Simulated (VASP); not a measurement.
Wanted: an ASE script for a VASP 6.6.1 run.

* Task: single point
* Functional: PBE
* Potentials or basis: VASP PAW PBE potentials, release 64 (Mn_pv, O)
* Cutoff: 520 eV
* k mesh: 7 × 7 × 7
* Occupations: gaussian, width 0.02 eV
* Spin: collinear spin, ferromagnetic start
* Starting moments: [4.0, 4.0, 0.0, 0.0, 0.0, 0.0, 0.0, 0.0] μB
* Further INCAR settings: ALGO = Normal; EDIFF = 1.00e-06; NBANDS = 45

Crystal: MnO3.

```
Mn O
1.0
    -2.84454    3.13817    2.60640
     2.84454   -3.13817    2.60640
     2.84454    3.13817   -2.60640
Mn O
2 6
Direct
  0.00000 0.00000 0.00000
  0.50000 0.00000 0.50000
  0.89067 0.50000 0.89067
  0.10933 0.00000 0.60933
  0.89067 0.00000 0.39067
  0.10933 0.50000 0.10933
  0.43395 0.18395 0.25000
  0.56605 0.81605 0.75000
```

The cell comes from a database or a generator and needn't be the stable form of this composition.

These files were run (other wordings do the same):

run.py

```python
from ase import Atoms
from ase.calculators.vasp import Vasp
from ase.dft.bandgap import bandgap

atoms = Atoms(
    ['Mn', 'Mn', 'O', 'O', 'O', 'O', 'O', 'O'],
    cell=[[-2.844543, 3.138173, 2.6064], [2.844543, -3.138173, 2.6064], [2.844543, 3.138173, -2.6064]],
    scaled_positions=[[0.0, 0.0, 0.0], [0.5, 0.0, 0.5], [0.890673, 0.5, 0.890673], [0.109327, 0.0, 0.609327], [0.890673, 0.0, 0.390673], [0.109327, 0.5, 0.109327], [0.433951, 0.183951, 0.25], [0.566049, 0.816049, 0.75]],
    pbc=True,
)
atoms.set_initial_magnetic_moments([4.0, 4.0, 0.0, 0.0, 0.0, 0.0, 0.0, 0.0])
calc = Vasp(
    directory='calc',
    xc='pbe',
    pp='PBE',
    setups='materialsproject',
    prec='Accurate',
    encut=520,
    ediff=1e-06,
    ismear=0,
    sigma=0.02,
    lreal=False,
    lasph=True,
    nelm=120,
    algo='Normal',
    isif=2,
    lwave=False,
    lcharg=False,
    ispin=2,
    lorbit=11,
    lmaxmix=4,
    kpts=[7, 7, 7],
    gamma=True,
    nbands=45,
)
atoms.calc = calc

print('energy (eV):', atoms.get_potential_energy())
print('free energy (eV):', atoms.get_potential_energy(force_consistent=True))
print('forces (eV/A):')
print(atoms.get_forces())
print('stress (eV/A^3, Voigt):', atoms.get_stress())
print('Fermi level (eV):', calc.get_fermi_level())
print('moment (muB):', atoms.get_magnetic_moment())
print('site moments (muB):', atoms.get_magnetic_moments())
gap, top, bottom = bandgap(calc)
print('band gap (eV):', gap, 'from (spin, k, band)', top, 'to', bottom)
```

Potentials or basis: VASP PAW PBE potentials, release 64 (Mn_pv, O).

The run is started by

```bash
$ python run.py
```

Results of the run:

```yaml
Pressure: -7.6 GPa
Largest_force: 0.970 eV/Å
Band_gap_on_the_k_mesh: none (metal or under the smearing width)
Net_moment: 6.00 μB per cell
Site_moments: Mn +3.21; O -0.12, -0.02 μB
Valence_electrons_inside_the_program's_atomic_spheres: Mn 11.47; O 4.91, 4.95
```

Caveat: semilocal functionals often make such compounds metallic where correlation or magnetic order opens a gap, which also shifts bond lengths; only a ferromagnetic start was run, and an antiferromagnetic order may lie lower in energy.

It took 11 min on 1 thread of Intel(R) Xeon(R) 6975P-C (Granite Rapids), on a shared host, peak memory 0.53 GiB.
